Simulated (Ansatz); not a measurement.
# TaC: what relativity and spin–orbit coupling change

```
Ta C
1.0
     0.00000    2.22700    2.22700
     2.22700    0.00000    2.22700
     2.22700    2.22700    0.00000
Ta C
1 1
Cartesian
  0.0000 0.0000 0.0000
  2.2270 2.2270 2.2270
```

Atom numbers follow the list: Ta1, C2.

The cell is COD entry 9008731, as deposited and not checked against the literature; nothing was relaxed.

Spin polarisation is left out, and whether a magnetic state lies lower isn't shown here.

One fixed cell is solved with PBE by LAPW (all electrons) in Ansatz 0.2.0 under different relativistic treatments. Pressure is positive in compression.

The runs use a Γ-centred 13×13×13 k mesh, Fermi–Dirac smearing of 0.08 eV, basis error target 0.25 meV/atom, no spin polarisation.

| setting | P (GPa) |
| --- | --- |
| scalar-relativistic | 4.78 |
| non-relativistic | ? |
| with spin–orbit coupling | ? |
| scalar-relativistic, point nuclei | 4.77 |

(1) What belongs in the row "with spin–orbit coupling", column "P (GPa)"?

(2) What belongs in the row "non-relativistic", column "P (GPa)"?

Results:

(1) 4.39.

(2) 20.95.
